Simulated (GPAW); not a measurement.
# Gd (Im-3m) in GPAW: convergence with smearing width (eV)

Aim: find how far smearing width (eV) must go before the results for Gd settle, at PBE. This setting moves, with any that are tied to it; all else stays.

Program: GPAW 26.7.0. These are calculated values, not measurements. Logs are shortened: lines on timing, memory, paths and dates and some standing lists are left out, and cuts for length are marked. The log counts tension as positive stress, the text compression.

### 1 The structure

It takes space group Im-3m (No. 229, cubic). The conventional cell has a = 4.050 Å, b = 4.050 Å, c = 4.050 Å, α = 90.00°, β = 90.00°, γ = 90.00°. Around Gd (site symmetry m-3m) lie 8 Gd at 3.51 Å.

This isn't the form of Gd at room conditions, which is hcp.

### 2 With smearing width (eV) 0.5

run.py

```python
from ase.dft.bandgap import bandgap
from ase.io import read, write
from ase.units import GPa
from gpaw import GPAW, PW

atoms = read('Gd.xyz')
atoms.set_initial_magnetic_moments([7.0])

calc = GPAW(mode=PW(800),
            xc='PBE',
            kpts={'size': (7, 7, 7), 'gamma': True},
            occupations={'name': 'marzari-vanderbilt', 'width': 0.5},
            nbands=21,
            convergence={'density': 1e-05, 'energy': 1e-05},
            maxiter=100,
            txt='gpaw.txt')
atoms.calc = calc
energy = atoms.get_potential_energy()
forces = atoms.get_forces()
stress = atoms.get_stress()
calc.write('gs.gpw')
write('result.traj', atoms)
print(f'Energy: {energy:.6f} eV')
print('Forces (eV/A):')
print(forces.round(4))
print('Stress (GPa):', (stress / GPa).round(3))
print('Moments:', calc.get_magnetic_moments().round(3))
print('Fermi level:', round(calc.get_fermi_level(), 4), 'eV')
print(f'Gap: {bandgap(calc)[0]:.4f} eV, direct: {bandgap(calc, direct=True)[0]:.4f} eV')
```

Gd.xyz

```xyz
1
Lattice="-2.0250000000 2.0250000000 2.0250000000 2.0250000000 -2.0250000000 2.0250000000 2.0250000000 2.0250000000 -2.0250000000" Properties=species:S:1:pos:R:3 pbc="T T T"
Gd     0.0000000000      0.0000000000      0.0000000000
```

Potentials or basis: GPAW PAW data sets (gpaw-data 1.2.1), pw.

Launch:

```bash
$ OMP_NUM_THREADS=1 python run.py
```

gpaw.txt:

```text
__  _  _
 | _ |_)|_||  |
 |__||  | ||/\| - 26.7.0

Input parameters:
  mode=PW(ecut=800.0),
  convergence={'density': 1e-05, 'energy': 1e-05},
  kpts=MonkhorstPack(size=(7, 7, 7), gamma=True),
  maxiter=100,
  nbands=21,
  occupations=Occupations(name='marzari-vanderbilt', width=0.5),
  xc=XC(name='PBE')

Diagonalizing LCAO Hamiltonian
Converting LCAO to pw mode

       Gd

Atoms  # Å, Bohr magnetons
|   | symbol |        x |        y |        z |    initial magnetic moments |
|---|--------|----------|----------|----------|-----------------------------|
| 0 |     Gd | 0.000000 | 0.000000 | 0.000000 | ( 0.0000,  0.0000,  7.0000) |

Unit cell  # Å
| periodic |         x |         y |         z |  lengths |     angles |
|----------|-----------|-----------|-----------|----------|------------|
|      yes | -2.025000 |  2.025000 |  2.025000 | 3.507403 | 109.471221 |
|      yes |  2.025000 | -2.025000 |  2.025000 | 3.507403 | 109.471221 |
|      yes |  2.025000 |  2.025000 | -2.025000 | 3.507403 | 109.471221 |

Number of symmetries: 48
Symmetry operations  # r_c * U_cc + t_c -> r_c
|    | kind |            matrix            |
|----|------|------------------------------|
|  0 |  σ   |  1, 1, 1,  0, 0,-1,  0,-1, 0 |
|  1 |  C4  |  1, 1, 1,  0, 0,-1, -1, 0, 0 |
|  2 |  C2  |  1, 1, 1,  0,-1, 0,  0, 0,-1 |
|  3 |  S6  |  1, 1, 1,  0,-1, 0, -1, 0, 0 |
|  4 |  S6  |  1, 1, 1, -1, 0, 0,  0, 0,-1 |
|  5 |  C4  |  1, 1, 1, -1, 0, 0,  0,-1, 0 |
|  6 |  E   |  1, 0, 0,  0, 1, 0,  0, 0, 1 |
|  7 |  σ   |  1, 0, 0,  0, 1, 0, -1,-1,-1 |
|  8 |  σ   |  1, 0, 0,  0, 0, 1,  0, 1, 0 |
|  9 |  C3  |  1, 0, 0,  0, 0, 1, -1,-1,-1 |
| 10 |  C3  |  1, 0, 0, -1,-1,-1,  0, 1, 0 |
| 11 |  σ   |  1, 0, 0, -1,-1,-1,  0, 0, 1 |
| 12 |  σ   |  0, 1, 0,  1, 0, 0,  0, 0, 1 |
| 13 |  C2  |  0, 1, 0,  1, 0, 0, -1,-1,-1 |
| 14 |  C3  |  0, 1, 0,  0, 0, 1,  1, 0, 0 |
[... 150 lines left out ...]
|iter:   5| |  -13.645544 | -1.77 | -1.12 |  +7.0774|
|iter:   6| |  -13.694632 | -1.91 | -1.31 |  +7.1524|
|iter:   7| |  -13.703207 | -3.68 | -1.29 |  +7.1508|
|iter:   8| |  -13.633959 | -2.16 | -1.34 |  +7.0993|
|iter:   9| |  -13.626785 | -3.81 | -1.52 |  +7.1109|
|iter:  10| |  -13.626411 | -3.95 | -1.63 |  +7.1187|
|iter:  11| |  -13.630197 | -3.52 | -1.73 |  +7.1661|
|iter:  12| |  -13.633660 | -4.20 | -1.91 |  +7.2223|
|iter:  13| |  -13.640758 | -3.50 | -2.02 |  +7.3174|
|iter:  14| |  -13.637995 | -3.99 | -1.83 |  +7.3844|
|iter:  15| |  -13.637205 | -4.22 | -2.13 |  +7.4324|
|iter:  16| |  -13.637201 | -5.31 | -2.72 |  +7.4484|
|iter:  17| |  -13.637214c| -6.25 | -3.28 |  +7.4573|
|iter:  18| |  -13.637215c| -7.52c| -3.78 |  +7.4598|
|iter:  19| |  -13.637215c| -8.62c| -4.50 |  +7.4607|
|iter:  20| |  -13.637215c| -8.40c| -5.09c|  +7.4608|

Converged in 20 steps
Energy contributions relative to reference atoms: (reference = -306701.573925)

Energy contributions:
  Kinetic:          37.551785
  Coulomb:         -32.462690
  Zero:             -0.602653
  External:          0.000000
  Xc:              -18.036613
  Entropy:          -0.087045
  Spinorbit:         0.000000
  ----------------------------
  Free energy:     -13.637215
  Extrapolated:    -13.637215

dipole moment: (-11.300807, -11.300807, -11.300807)  # |e|*Ang

Total magnetic moment: (0.000000, 0.000000, 7.460806)

Local magnetic moments
|        x |        y |        z |
|----------|----------|----------|
| 0.000000 | 0.000000 | 6.943213 |  # Gd   0

Fermi level: 8.683
Eigenvalues  # (at kpt = [0.000, 0.000, 0.000])
| band index |      eig [eV] | occ [0-1] |      eig [eV] | occ [0-1] |
|------------|---------------|-----------|---------------|-----------|
|          0 |       -36.560 |     1.000 |       -33.385 |     1.000 |
|          1 |       -13.620 |     1.000 |       -11.192 |     1.000 |
|          2 |       -13.620 |     1.000 |       -11.192 |     1.000 |
|          3 |       -13.620 |     1.000 |       -11.192 |     1.000 |
|          4 |         3.640 |     1.000 |         4.419 |     1.000 |
|          5 |         4.169 |     1.000 |         9.234 |     0.020 |
[... 8 lines left out ...]
|         14 |        10.006 |     0.000 |        11.161 |     0.000 |
|         15 |        12.219 |     0.000 |        13.255 |     0.000 |
|        ... |               |           |               |           |
|         20 |        26.328 |     0.000 |        27.153 |     0.000 |

No gap
No difference between direct/indirect transitions

Forces  # eV/Ang
|       x |       y |       z |
|---------|---------|---------|
| 0.00000 | 0.00000 | 0.00000 |  # Gd   0

Stress tensor  # eV/Ang^3
|         x |         y |         z |
|-----------|-----------|-----------|
| -0.002975 |  0.000000 | -0.000000 |
|  0.000000 | -0.002975 |  0.000000 |
| -0.000000 |  0.000000 | -0.002975 |

# Writing to gs.gpw (mode='')
```

stdout:

```text
Energy: -13.637215 eV
Forces (eV/A):
[[0. 0. 0.]]
Stress (GPa): [-0.477 -0.477 -0.477  0.    -0.     0.   ]
Moments: [6.943]
Fermi level: 8.6831 eV
Gap: 0.0000 eV, direct: 0.0000 eV
```

It took 65 s on 1 thread of Arm Neoverse V1, shared host; peak memory 0.2 GiB.

What came out:

* Free energy: -13.6372 eV
* Pressure: 0.5 GPa
* Band gap on the k mesh: none (metal or under the smearing width)
* Net moment: 7.46 μB per cell
* Site moments: Gd +6.94 μB

### 3 With smearing width (eV) 0.3

Edit run.py of step 2 so:

```diff
@@ -11,3 +11,3 @@
             kpts={'size': (7, 7, 7), 'gamma': True},
-            occupations={'name': 'marzari-vanderbilt', 'width': 0.5},
+            occupations={'name': 'marzari-vanderbilt', 'width': 0.3},
             nbands=21,
```

Gd.xyz is that of step 2.

Potentials or basis: GPAW PAW data sets (gpaw-data 1.2.1), pw.

Launch:

```bash
$ OMP_NUM_THREADS=1 python run.py
```

Wall time 60 s (1 thread of Arm Neoverse V1, shared host); peak memory 0.2 GiB.

Results:

```
Free energy            : -13.6169 eV
Pressure               : -0.1 GPa
Band gap on the k mesh : none (metal or under the smearing width)
Net moment             : 7.58 μB per cell
Site moments           : Gd +7.00 μB
```

### 4 With smearing width (eV) 0.2

Edit run.py of step 3 so:

```diff
@@ -11,3 +11,3 @@
             kpts={'size': (7, 7, 7), 'gamma': True},
-            occupations={'name': 'marzari-vanderbilt', 'width': 0.3},
+            occupations={'name': 'marzari-vanderbilt', 'width': 0.2},
             nbands=21,
```

Gd.xyz is that of step 3.

Launch:

```bash
$ OMP_NUM_THREADS=1 python run.py
```

Wall time 61 s (1 thread of Arm Neoverse V1, shared host); peak memory 0.2 GiB.

Results (log left out):

```yaml
Free_energy: -13.6158 eV
Pressure: -0.2 GPa
Band_gap_on_the_k_mesh: none (metal or under the smearing width)
Net_moment: 7.65 μB per cell
Site_moments: Gd +7.03 μB
```

### 5 With smearing width (eV) 0.15

Edit run.py of step 4 so:

```diff
@@ -11,3 +11,3 @@
             kpts={'size': (7, 7, 7), 'gamma': True},
-            occupations={'name': 'marzari-vanderbilt', 'width': 0.2},
+            occupations={'name': 'marzari-vanderbilt', 'width': 0.15},
             nbands=21,
```

Gd.xyz is that of step 4.

Launch:

```bash
$ OMP_NUM_THREADS=1 python run.py
```

Wall time 57 s (1 thread of Arm Neoverse V1, shared host); peak memory 0.2 GiB.

The run converged. Its results:

```
Free energy            : -13.6155 eV
Pressure               : -0.3 GPa
Band gap on the k mesh : none (metal or under the smearing width)
Net moment             : 7.67 μB per cell
Site moments           : Gd +7.04 μB
```

### 6 With smearing width (eV) 0.1

Edit run.py of step 5 so:

```diff
@@ -11,3 +11,3 @@
             kpts={'size': (7, 7, 7), 'gamma': True},
-            occupations={'name': 'marzari-vanderbilt', 'width': 0.15},
+            occupations={'name': 'marzari-vanderbilt', 'width': 0.1},
             nbands=21,
```

Gd.xyz is that of step 5.

Potentials or basis: GPAW PAW data sets (gpaw-data 1.2.1), pw.

Launch:

```bash
$ OMP_NUM_THREADS=1 python run.py
```

Wall time 61 s (1 thread of Arm Neoverse V1, shared host); peak memory 0.2 GiB.

It converged, with:

```
Free energy            : -13.6153 eV
Pressure               : -0.3 GPa
Band gap on the k mesh : none (metal or under the smearing width)
Net moment             : 7.65 μB per cell
Site moments           : Gd +7.03 μB
```

### 7 With smearing width (eV) 0.05

Edit run.py of step 6 so:

```diff
@@ -11,3 +11,3 @@
             kpts={'size': (7, 7, 7), 'gamma': True},
-            occupations={'name': 'marzari-vanderbilt', 'width': 0.1},
+            occupations={'name': 'marzari-vanderbilt', 'width': 0.05},
             nbands=21,
```

Gd.xyz is that of step 6.

Launch:

```bash
$ OMP_NUM_THREADS=1 python run.py
```

Run time: 61 s. Hardware: 1 thread of Arm Neoverse V1, shared host; peak memory 0.2 GiB.

Results (log left out):

```yaml
Free_energy: -13.6149 eV
Pressure: -0.2 GPa
Band_gap_on_the_k_mesh: none (metal or under the smearing width)
Net_moment: 7.64 μB per cell
Site_moments: Gd +7.03 μB
```

### 8 With smearing width (eV) 0.025

Edit run.py of step 7 so:

```diff
@@ -11,3 +11,3 @@
             kpts={'size': (7, 7, 7), 'gamma': True},
-            occupations={'name': 'marzari-vanderbilt', 'width': 0.05},
+            occupations={'name': 'marzari-vanderbilt', 'width': 0.025},
             nbands=21,
```

Gd.xyz is that of step 7.

Launch:

```bash
$ OMP_NUM_THREADS=1 python run.py
```

Run time: 59 s. Hardware: 1 thread of Arm Neoverse V1, shared host; peak memory 0.2 GiB.

It converged, with:

| Property | Result |
| --- | --- |
| Free energy | -13.6146 eV |
| Pressure | -0.2 GPa |
| Band gap on the k mesh | none (metal or under the smearing width) |
| Net moment | 7.65 μB per cell |
| Site moments | Gd +7.03 μB |

### 9 With smearing width (eV) 0.01

Edit run.py of step 8 so:

```diff
@@ -11,3 +11,3 @@
             kpts={'size': (7, 7, 7), 'gamma': True},
-            occupations={'name': 'marzari-vanderbilt', 'width': 0.025},
+            occupations={'name': 'marzari-vanderbilt', 'width': 0.01},
             nbands=21,
```

Gd.xyz is that of step 8.

Potentials or basis: GPAW PAW data sets (gpaw-data 1.2.1), pw.

Launch:

```bash
$ OMP_NUM_THREADS=1 python run.py
```

Run time: 63 s. Hardware: 1 thread of Arm Neoverse V1, shared host; peak memory 0.2 GiB.

The run converged. Its results:

```
Free energy            : -13.6145 eV
Pressure               : -0.1 GPa
Band gap on the k mesh : none (metal or under the smearing width)
Net moment             : 7.65 μB per cell
Site moments           : Gd +7.03 μB
```

### 10 The series at a glance

| smearing width (eV) | energy less the tightest run, at zero smearing (meV/atom) | pressure (GPa) | largest site moment (μB) | SCF cycles | CPU time (s) | peak memory (GiB) |
| --- | --- | --- | --- | --- | --- | --- |
| 0.5 | -22.68 | 0.48 | 6.94 | 20 | 65 | 0.2 |
| 0.3 | -2.33 | -0.07 | 7.00 | 19 | 60 | 0.2 |
| 0.2 | -1.27 | -0.22 | 7.03 | 19 | 61 | 0.2 |
| 0.15 | -0.95 | -0.27 | 7.04 | 18 | 57 | 0.2 |
| 0.1 | -0.78 | -0.30 | 7.03 | 19 | 61 | 0.2 |
| 0.05 | -0.37 | -0.24 | 7.03 | 19 | 61 | 0.2 |
| 0.025 | -0.05 | -0.18 | 7.03 | 19 | 59 | 0.2 |
| 0.01 | 0.00 | -0.14 | 7.03 | 20 | 63 | 0.2 |

Against the tightest run, the energy stays within 1 meV/atom from 0.15 on; the pressure stays within 0.1 GPa from 0.025 on; the largest site moment stays within 0.02 μB from 0.2 on. Narrower smearing needs a denser k mesh, so at a fixed mesh the narrowest width isn't the most accurate. The tightest run that finished is the yardstick and may itself not be fully converged.

Caveats: one-centre terms of the f shell are cut off; this smearing can pin the Fermi level at a band edge; spin-orbit coupling is left out, which moves the levels of the heavy elements.
